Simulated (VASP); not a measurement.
The system is TiC.

```
Ti C
1.0
     3.04209    0.00000    0.00000
    -1.52104    2.63452    0.00000
     0.00000    0.00000    2.69797
Ti C
1 1
Cartesian
  0.0000 0.0000 1.3490
  0.0000 1.7564 0.0000
```

The cell was built by a generator and needn't be a form met in nature.

| Item | Value |
| --- | --- |
| Program | VASP 6.6.1 |
| Task | relaxation of cell and atoms |
| Functional | RPBE |
| Potentials or basis | VASP PAW PBE potentials, release 64 (Ti_sv, C) |
| Cutoff | 600 eV |
| k mesh | 10 × 10 × 10 |
| Occupations | fermi-dirac, width 0.05 eV |
| Spin | no spin polarisation |

At the start: pressure 4.1 GPa; volume 10.81 Å³/atom.

**Question.** Where does the relaxation end?

**Answer.** Over 6 steps the energy falls by 2.9 meV/atom and the volume is 11.03 Å³/atom (+2.1 %); space group P-6m2 (No. 187, to 0.05 Å).

The path:
| step | energy change (eV) | largest force (eV/Å) | pressure (GPa) | volume (Å³) |
| --- | --- | --- | --- | --- |
| 1 | 0.0000 | 0.0001 | 4.15 | 21.62 |
| 2 | 0.0001 | 0.0000 | -4.00 | 22.51 |
| 3 | -0.0057 | 0.0001 | -0.04 | 22.06 |
| 4 | -0.0057 | 0.0001 | 0.01 | 22.05 |
| 5 | -0.0058 | 0.0000 | 0.07 | 22.06 |
| 6 | -0.0059 | 0.0000 | 0.08 | 22.07 |

Final structure:
```
Ti C
1.0
     3.06756    0.00000    0.00000
    -1.53378    2.65658    0.00000
     0.00000    0.00000    2.70798
Ti C
1 1
Direct
  0.00000 0.00000 0.50000
  0.33333 0.66667 0.00000
```

Caveat: the PAW data sets were made with another functional, which shifts forces and pressure a little.
